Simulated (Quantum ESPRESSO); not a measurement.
# KTaO3 (Pm-3m) in Quantum ESPRESSO: a series of runs

One crystal, KTaO3, is run at these levels: LDA; tasks: single point, equation of state.

Program: Quantum ESPRESSO 7.5. These are calculated values, not measurements. Logs are shortened: lines on timing, memory, paths and dates and some standing lists are left out, and cuts for length are marked.

## Step 1: The crystal as given

It takes space group Pm-3m (No. 221, cubic). The conventional cell has a = 3.988 Å, b = 3.988 Å, c = 3.988 Å, α = 90.00°, β = 90.00°, γ = 90.00°. Ta (site symmetry m-3m) is surrounded by 6 O at 1.99 Å. K (site symmetry m-3m) is surrounded by 12 O at 2.82 Å. Around O (site symmetry 4/mmm) lie 2 Ta at 1.99 Å.

## Step 2: Single point, LDA, 11.93 Å³/atom

Contents of pw.in:

```
&CONTROL
  calculation = 'scf'
  prefix = 'pwscf'
  outdir = './tmp'
  pseudo_dir = './pseudo'
  tstress = .true.
  disk_io = 'nowf'
/
&SYSTEM
  ibrav = 0
  nat = 5
  ntyp = 3
  ecutwfc = 56
  ecutrho = 448
  nbnd = 28
  occupations = 'smearing'
  smearing = 'fd'
  degauss = 0.00367493
/
&ELECTRONS
  conv_thr = 1d-09
  electron_maxstep = 120
  mixing_beta = 0.5
/
ATOMIC_SPECIES
Ta   180.9479 ta_lda_v1.uspp.F.UPF
K     39.0983 k_lda_v1.4.uspp.F.UPF
O     15.9990 o_lda_v1.2.uspp.F.UPF
CELL_PARAMETERS angstrom
   3.9068832774    0.0000000000    0.0000000000
   0.0000000000    3.9068832774    0.0000000000
   0.0000000000    0.0000000000    3.9068832774
ATOMIC_POSITIONS crystal
Ta     0.0000000000    0.0000000000    0.0000000000
K      0.5000000000    0.5000000000    0.5000000000
O      0.0000000000    0.0000000000    0.5000000000
O      0.0000000000    0.5000000000    0.0000000000
O      0.5000000000    0.0000000000    0.0000000000
K_POINTS automatic
7 7 7 0 0 0
```

Potentials or basis: GBRV 1.5 LDA.

Run with:

```sh
$ OMP_NUM_THREADS=1 mpirun -n 2 pw.x -nk 2 -in pw.in > pw.out
```

pw.out:

```text
This program is part of the open-source Quantum ESPRESSO suite
     for quantum simulation of materials; please cite
[... 13 lines left out ...]
     --------------------
     sticks:   dense  smooth     PW     G-vecs:    dense   smooth      PW
     Sum        1941     973    293                64373    22887    3695

     Using Slab Decomposition

     bravais-lattice index     =            0
     lattice parameter (alat)  =       7.3829  a.u.
     unit-cell volume          =     402.4277 (a.u.)^3
     number of atoms/cell      =            5
     number of atomic types    =            3
     number of electrons       =        40.00
     number of Kohn-Sham states=           28
     kinetic-energy cutoff     =      56.0000  Ry
     charge density cutoff     =     448.0000  Ry
     scf convergence threshold =      1.0E-09
     mixing beta               =       0.5000
     number of iterations used =            8  plain     mixing
     Exchange-correlation= SLA  PZ   NOGX NOGC
                           (   1   1   0   0   0   0   0)

     celldm(1)=   7.382939  celldm(2)=   0.000000  celldm(3)=   0.000000
     celldm(4)=   0.000000  celldm(5)=   0.000000  celldm(6)=   0.000000

     crystal axes: (cart. coord. in units of alat)
               a(1) = (   1.000000   0.000000   0.000000 )
               a(2) = (   0.000000   1.000000   0.000000 )
               a(3) = (   0.000000   0.000000   1.000000 )

     reciprocal axes: (cart. coord. in units 2 pi/alat)
               b(1) = (  1.000000  0.000000  0.000000 )
               b(2) = (  0.000000  1.000000  0.000000 )
               b(3) = (  0.000000  0.000000  1.000000 )

     PseudoPot. # 1 for Ta read from file:
     ta_lda_v1.uspp.F.UPF
     Pseudo is Ultrasoft + core correction, Zval = 13.0
     Generated by new atomic code, or converted to UPF format
     Using radial grid of  921 points,  7 beta functions with:
                l(1) =   0
                l(2) =   0
                l(3) =   1
                l(4) =   1
                l(5) =   2
                l(6) =   2
                l(7) =   3
     Q(r) pseudized with  6 coefficients,  rinner =    1.300   1.300   1.300
                                                       1.300   1.300   1.300
                                                       1.300

     PseudoPot. # 2 for K  read from file:
     k_lda_v1.4.uspp.F.UPF
     Pseudo is Ultrasoft + core correction, Zval =  9.0
     Generated by new atomic code, or converted to UPF format
     Using radial grid of  841 points,  6 beta functions with:
                l(1) =   0
                l(2) =   0
                l(3) =   1
                l(4) =   1
                l(5) =   2
                l(6) =   2
     Q(r) pseudized with  6 coefficients,  rinner =    1.500   1.500   1.500
                                                       1.500   1.500

     PseudoPot. # 3 for O  read from file:
     o_lda_v1.2.uspp.F.UPF
     Pseudo is Ultrasoft + core correction, Zval =  6.0
     Generated by new atomic code, or converted to UPF format
     Using radial grid of  737 points,  5 beta functions with:
                l(1) =   0
                l(2) =   0
                l(3) =   1
                l(4) =   1
                l(5) =   2
     Q(r) pseudized with  8 coefficients,  rinner =    0.900   0.900   0.900
                                                       0.900   0.900

     atomic species   valence    mass     pseudopotential
     Ta               13.00   180.94790     Ta( 1.00)
     K                 9.00    39.09830     K ( 1.00)
     O                 6.00    15.99900     O ( 1.00)

     48 Sym. Ops., with inversion, found

   Cartesian axes

     site n.     atom                  positions (alat units)
         1        Ta     tau(   1) = (   0.0000000   0.0000000   0.0000000  )
         2        K      tau(   2) = (   0.5000000   0.5000000   0.5000000  )
         3        O      tau(   3) = (   0.0000000   0.0000000   0.5000000  )
         4        O      tau(   4) = (   0.0000000   0.5000000   0.0000000  )
         5        O      tau(   5) = (   0.5000000   0.0000000   0.0000000  )

     number of k points=    20  Fermi-Dirac smearing, width (Ry)=  0.0037
                       cart. coord. in units 2pi/alat
        k(    1) = (   0.0000000   0.0000000   0.0000000), wk =   0.0058309
        k(    2) = (   0.0000000   0.0000000   0.1428571), wk =   0.0349854
        k(    3) = (   0.0000000   0.0000000   0.2857143), wk =   0.0349854
        k(    4) = (   0.0000000   0.0000000   0.4285714), wk =   0.0349854
        k(    5) = (   0.0000000   0.1428571   0.1428571), wk =   0.0699708
        k(    6) = (   0.0000000   0.1428571   0.2857143), wk =   0.1399417
[... 12 lines left out ...]
        k(   19) = (   0.2857143   0.4285714   0.4285714), wk =   0.1399417
        k(   20) = (   0.4285714   0.4285714   0.4285714), wk =   0.0466472

[... 126 lines left out ...]

   -57.7697 -24.4772 -24.4024 -24.4024 -17.5324  -8.0574  -7.3755  -6.7989
    -1.3062  -1.3062  -1.2047   4.9998   6.7427   6.7427   7.2510   7.2510
     7.3854   7.7813   8.5250   8.5250  11.6226  13.5043  13.5043  16.9189
    17.4147  18.0530  18.0775  19.3653

          k = 0.0000 0.0000 0.4286 (  2838 PWs)   bands (ev):

   -57.7696 -24.5160 -24.4006 -24.4006 -17.5175  -8.0782  -7.3649  -6.3133
    -1.2893  -1.2893  -1.1302   3.8052   6.5830   6.5830   6.9705   6.9705
     7.0410   7.6047   8.4800   8.4800  11.6912  14.5409  14.5409  16.9294
    18.2637  18.6204  18.6322  19.7200

          k = 0.0000 0.1429 0.1429 (  2853 PWs)   bands (ev):

   -57.7698 -24.4272 -24.4264 -24.4037 -17.5436  -8.0094  -7.3025  -7.2172
    -1.3392  -1.3163  -1.2528   6.2720   6.4724   6.8222   7.2205   7.5757
     7.9958   8.1160   8.3344   8.4280  12.1459  12.2838  12.6481  16.8836
    17.3726  17.6288  17.6799  18.2367

          k = 0.0000 0.1429 0.2857 (  2844 PWs)   bands (ev):

   -57.7697 -24.4759 -24.4244 -24.4014 -17.5269  -7.9434  -7.2648  -6.8082
    -1.3248  -1.2917  -1.1959   4.9909   6.0986   6.6381   6.6828   7.1027
     7.5880   8.0589   8.2691   8.2741  12.2768  13.5279  13.7412  17.3046
    17.8922  18.2909  18.3791  19.6632

          k = 0.0000 0.1429 0.4286 (  2839 PWs)   bands (ev):

   -57.7696 -24.5147 -24.4224 -24.3996 -17.5136  -7.9479  -7.2550  -6.3309
    -1.2985  -1.2718  -1.1634   3.8000   5.7611   6.5061   6.5136   6.8441
     7.4010   8.0200   8.1462   8.2189  12.3378  14.5520  14.7054  17.4092
    18.6021  18.8395  18.9880  19.9347

          k = 0.0000 0.2857 0.2857 (  2848 PWs)   bands (ev):

   -57.7696 -24.4737 -24.4725 -24.3992 -17.5146  -7.7995  -6.8975  -6.7844
    -1.3364  -1.2587  -1.2032   4.9436   4.9997   5.4795   6.5343   6.7416
     7.5680   7.8662   8.0155   8.7101  13.4869  13.6519  14.4655  17.5881
    18.7163  18.9008  19.1305  20.6160

          k = 0.0000 0.2857 0.4286 (  2849 PWs)   bands (ev):

   -57.7695 -24.5116 -24.4708 -24.3974 -17.5048  -7.7533  -6.8595  -6.3702
    -1.3140  -1.2347  -1.2319   3.7906   4.9040   5.0442   6.3593   6.5154
     7.5951   7.8036   7.9265   8.8559  13.6076  14.5770  15.2500  17.7367
    19.2225  19.4372  19.7581  20.4520

          k = 0.0000 0.4286 0.4286 (  2848 PWs)   bands (ev):

   -57.7694 -24.5092 -24.5090 -24.3956 -17.4977  -7.6673  -6.4130  -6.3934
    -1.3156  -1.2901  -1.1993   3.7704   3.8012   4.4626   6.2332   6.2490
     7.7366   7.7978   7.8201   9.1862  14.5817  14.6098  15.8973  17.8172
    19.5443  19.6545  20.9081  21.0589
[... 24 lines left out ...]
   -57.7695 -24.4725 -24.4714 -24.4210 -17.5100  -7.5898  -6.8814  -6.7701
    -1.3750  -1.3723  -1.1462   4.9357   5.0018   5.5060   6.1016   6.3317
     6.9530   8.1287   8.2383   8.7141  13.7679  13.9006  14.5001  18.3345
    18.8644  19.1878  19.2180  20.3120

          k = 0.1429 0.2857 0.4286 (  2846 PWs)   bands (ev):

   -57.7694 -24.5103 -24.4697 -24.4191 -17.5006  -7.5330  -6.8331  -6.3630
    -1.4087  -1.3254  -1.2012   3.7925   4.9484   5.0745   5.9309   6.1700
     6.9525   8.1153   8.1845   8.8609  13.8864  14.7668  15.2795  18.6122
    19.2458  19.5522  19.7408  20.0761

          k = 0.1429 0.4286 0.4286 (  2850 PWs)   bands (ev):

   -57.7693 -24.5081 -24.5078 -24.4172 -17.4934  -7.4353  -6.3940  -6.3723
    -1.3907  -1.3855  -1.2616   3.7797   3.8039   4.6078   5.9050   5.9335
     6.8890   8.1677   8.2056   9.1929  14.7868  14.8136  15.9319  18.5413
    19.7043  19.7548  20.1752  20.1953

          k = 0.2857 0.2857 0.2857 (  2836 PWs)   bands (ev):

   -57.7694 -24.4703 -24.4689 -24.4689 -17.4996  -7.1754  -6.7373  -6.7373
    -1.4628  -1.4628  -1.1824   4.9101   5.0079   5.0079   5.5768   5.7997
     5.7997   8.5452   8.5452   8.8179  14.4955  14.6094  14.6094  18.6739
    19.3482  19.3482  20.3998  20.3999

          k = 0.2857 0.2857 0.4286 (  2845 PWs)   bands (ev):

   -57.7693 -24.5076 -24.4676 -24.4669 -17.4913  -7.0482  -6.7104  -6.3467
    -1.5345  -1.4530  -1.2908   3.7987   4.9812   5.0155   5.1791   5.5025
     5.8232   8.5822   8.7327   8.9428  14.6268  15.2803  15.3937  19.0258
    19.2085  19.3728  20.1838  20.8265

          k = 0.2857 0.4286 0.4286 (  2858 PWs)   bands (ev):

   -57.7692 -24.5054 -24.5052 -24.4653 -17.4838  -6.8603  -6.3494  -6.3232
    -1.5702  -1.5423  -1.4343   3.8017   3.8102   4.9189   5.0969   5.4857
     5.4928   8.8045   8.8327   9.2099  15.3610  15.3909  16.0055  18.6754
    19.1182  19.2392  20.5267  21.1247

          k = 0.4286 0.4286 0.4286 (  2878 PWs)   bands (ev):

   -57.7692 -24.5034 -24.5032 -24.5032 -17.4760  -6.3546  -6.2821  -6.2821
    -1.6682  -1.6682  -1.6061   3.8152   3.8152   3.8242   5.1395   5.2456
     5.2456   9.1869   9.1869   9.2459  15.9931  16.0737  16.0737  18.4844
    18.4844  18.5655  20.4099  21.3190

     the Fermi energy is    10.4001 ev

!    total energy              =    -296.33096442 Ry
     estimated scf accuracy    <          6.4E-10 Ry
     smearing contrib. (-TS)   =      -0.00000000 Ry
     internal energy E=F+TS    =    -296.33096442 Ry

     The total energy is F=E-TS. E is the sum of the following terms:
     one-electron contribution =     -66.70570143 Ry
     hartree contribution      =      54.93502549 Ry
     xc contribution           =     -72.87448466 Ry
     ewald contribution        =    -211.68580382 Ry

     convergence has been achieved in  11 iterations

     Computing stress (Cartesian axis) and pressure

     negative rho (up, down):  9.876E-02 0.000E+00
          total   stress  (Ry/bohr**3)                   (kbar)     P=       88.86
   0.00060407   0.00000000   0.00000000           88.86        0.00        0.00
   0.00000000   0.00060407   0.00000000            0.00       88.86        0.00
   0.00000000   0.00000000   0.00060407            0.00        0.00       88.86

=------------------------------------------------------------------------------=
   JOB DONE.
=------------------------------------------------------------------------------=
```

It took 38 s on 2 MPI ranks of Intel Xeon Platinum 8259CL at 2.50GHz (Skylake/Cascade Lake), shared host; peak memory 0.56 GiB.

Results:

```
Free energy            : -4031.7882 eV
Pressure               : 8.9 GPa
Band gap on the k mesh : 2.26 eV, indirect (least direct gap 2.79 eV)
```

Caveat: spin-orbit coupling is left out, which moves the levels of the heavy elements; an odd mesh through Γ misses points on the zone boundary, where band edges often lie.

## Step 3: Single point, LDA, 12.18 Å³/atom

pw.in: that of step 2 with these lines changed.

```diff
@@ -29,5 +29,5 @@
 CELL_PARAMETERS angstrom
-   3.9068832774    0.0000000000    0.0000000000
-   0.0000000000    3.9068832774    0.0000000000
-   0.0000000000    0.0000000000    3.9068832774
+   3.9343974464    0.0000000000    0.0000000000
+   0.0000000000    3.9343974464    0.0000000000
+   0.0000000000    0.0000000000    3.9343974464
 ATOMIC_POSITIONS crystal
```

Potentials or basis: GBRV 1.5 LDA.

Run with:

```sh
$ OMP_NUM_THREADS=1 mpirun -n 2 pw.x -nk 2 -in pw.in > pw.out
```

It took 40 s on 2 MPI ranks of Intel Xeon Platinum 8259CL at 2.50GHz (Skylake/Cascade Lake), shared host; peak memory 0.58 GiB.

Results (log left out):

| Quantity | Value |
| --- | --- |
| Free energy | -4031.8392 eV |
| Pressure | 3.7 GPa |
| Band gap on the k mesh | 2.22 eV, indirect (least direct gap 2.76 eV) |

Caveat: spin-orbit coupling is left out, which moves the levels of the heavy elements; an odd mesh through Γ misses points on the zone boundary, where band edges often lie.

## Step 4: Single point, LDA, 12.43 Å³/atom

pw.in: that of step 3 with these lines changed.

```diff
@@ -29,5 +29,5 @@
 CELL_PARAMETERS angstrom
-   3.9343974464    0.0000000000    0.0000000000
-   0.0000000000    3.9343974464    0.0000000000
-   0.0000000000    0.0000000000    3.9343974464
+   3.9615320794    0.0000000000    0.0000000000
+   0.0000000000    3.9615320794    0.0000000000
+   0.0000000000    0.0000000000    3.9615320794
 ATOMIC_POSITIONS crystal
```

Run with:

```sh
$ OMP_NUM_THREADS=1 mpirun -n 2 pw.x -nk 2 -in pw.in > pw.out
```

Wall time 41 s (2 MPI ranks of Intel Xeon Platinum 8259CL at 2.50GHz (Skylake/Cascade Lake), shared host); peak memory 0.6 GiB.

Results (log left out):

| Item | Value |
| --- | --- |
| Free energy | -4031.8516 eV |
| Pressure | -1.0 GPa |
| Band gap on the k mesh | 2.17 eV, indirect (least direct gap 2.73 eV) |

Caveat: spin-orbit coupling is left out, which moves the levels of the heavy elements; an odd mesh through Γ misses points on the zone boundary, where band edges often lie.

## Step 5: Single point, LDA, 12.69 Å³/atom

pw.in: that of step 4 with these lines changed.

```diff
@@ -29,5 +29,5 @@
 CELL_PARAMETERS angstrom
-   3.9615320794    0.0000000000    0.0000000000
-   0.0000000000    3.9615320794    0.0000000000
-   0.0000000000    0.0000000000    3.9615320794
+   3.9883000000    0.0000000000    0.0000000000
+   0.0000000000    3.9883000000    0.0000000000
+   0.0000000000    0.0000000000    3.9883000000
 ATOMIC_POSITIONS crystal
```

Run with:

```sh
$ OMP_NUM_THREADS=1 mpirun -n 2 pw.x -nk 2 -in pw.in > pw.out
```

Run time: 40 s. Hardware: 2 MPI ranks of Intel Xeon Platinum 8259CL at 2.50GHz (Skylake/Cascade Lake), shared host; peak memory 0.6 GiB.

The run converged. Its results:

```yaml
Free_energy: -4031.8290 eV
Pressure: -5.1 GPa
Band_gap_on_the_k_mesh: 2.13 eV, indirect (least direct gap 2.70 eV)
```

Caveat: spin-orbit coupling is left out, which moves the levels of the heavy elements; an odd mesh through Γ misses points on the zone boundary, where band edges often lie.

## Step 6: Single point, LDA, 12.94 Å³/atom

pw.in: that of step 5 with these lines changed.

```diff
@@ -29,5 +29,5 @@
 CELL_PARAMETERS angstrom
-   3.9883000000    0.0000000000    0.0000000000
-   0.0000000000    3.9883000000    0.0000000000
-   0.0000000000    0.0000000000    3.9883000000
+   4.0147133525    0.0000000000    0.0000000000
+   0.0000000000    4.0147133525    0.0000000000
+   0.0000000000    0.0000000000    4.0147133525
 ATOMIC_POSITIONS crystal
```

Potentials or basis: GBRV 1.5 LDA.

Run with:

```sh
$ OMP_NUM_THREADS=1 mpirun -n 2 pw.x -nk 2 -in pw.in > pw.out
```

Wall time 41 s (2 MPI ranks of Intel Xeon Platinum 8259CL at 2.50GHz (Skylake/Cascade Lake), shared host); peak memory 0.6 GiB.

Results (log left out):

| Item | Value |
| --- | --- |
| Free energy | -4031.7751 eV |
| Pressure | -8.8 GPa |
| Band gap on the k mesh | 2.09 eV, indirect (least direct gap 2.67 eV) |

Caveat: spin-orbit coupling is left out, which moves the levels of the heavy elements; an odd mesh through Γ misses points on the zone boundary, where band edges often lie.

## Step 7: Single point, LDA, 13.20 Å³/atom

pw.in: that of step 6 with these lines changed.

```diff
@@ -29,5 +29,5 @@
 CELL_PARAMETERS angstrom
-   4.0147133525    0.0000000000    0.0000000000
-   0.0000000000    4.0147133525    0.0000000000
-   0.0000000000    0.0000000000    4.0147133525
+   4.0407836503    0.0000000000    0.0000000000
+   0.0000000000    4.0407836503    0.0000000000
+   0.0000000000    0.0000000000    4.0407836503
 ATOMIC_POSITIONS crystal
```

Run with:

```sh
$ OMP_NUM_THREADS=1 mpirun -n 2 pw.x -nk 2 -in pw.in > pw.out
```

Run time: 40 s. Hardware: 2 MPI ranks of Intel Xeon Platinum 8259CL at 2.50GHz (Skylake/Cascade Lake), shared host; peak memory 0.62 GiB.

It converged, with:

- Free energy: -4031.6935 eV
- Pressure: -12.1 GPa
- Band gap on the k mesh: 2.05 eV, indirect (least direct gap 2.63 eV)

Caveat: spin-orbit coupling is left out, which moves the levels of the heavy elements; an odd mesh through Γ misses points on the zone boundary, where band edges often lie.

## Step 8: Single point, LDA, 13.45 Å³/atom

pw.in: that of step 7 with these lines changed.

```diff
@@ -29,5 +29,5 @@
 CELL_PARAMETERS angstrom
-   4.0407836503    0.0000000000    0.0000000000
-   0.0000000000    4.0407836503    0.0000000000
-   0.0000000000    0.0000000000    4.0407836503
+   4.0665218197    0.0000000000    0.0000000000
+   0.0000000000    4.0665218197    0.0000000000
+   0.0000000000    0.0000000000    4.0665218197
 ATOMIC_POSITIONS crystal
```

Run with:

```sh
$ OMP_NUM_THREADS=1 mpirun -n 2 pw.x -nk 2 -in pw.in > pw.out
```

Wall time 41 s (2 MPI ranks of Intel Xeon Platinum 8259CL at 2.50GHz (Skylake/Cascade Lake), shared host); peak memory 0.62 GiB.

It converged, with:

```
Free energy            : -4031.5869 eV
Pressure               : -15.1 GPa
Band gap on the k mesh : 2.00 eV, indirect (least direct gap 2.60 eV)
```

Caveat: spin-orbit coupling is left out, which moves the levels of the heavy elements; an odd mesh through Γ misses points on the zone boundary, where band edges often lie.

## Step 9: Equation of state, LDA

Potentials or basis: GBRV 1.5 LDA.

This step only gathers the single runs of the series.

Results:

| Item | Value |
| --- | --- |
| Equilibrium volume | 12.39 Å³/atom |
| Bulk modulus | 219 GPa |
| Pressure derivative of the bulk modulus | 4.5 |

Energy against volume, from the lowest point:
| volume (Å³/atom) | energy (meV/atom) |
| --- | --- |
| 11.927 | 12.68 |
| 12.180 | 2.46 |
| 12.434 | 0.00 |
| 12.688 | 4.52 |
| 12.942 | 15.30 |
| 13.196 | 31.62 |
| 13.449 | 52.93 |
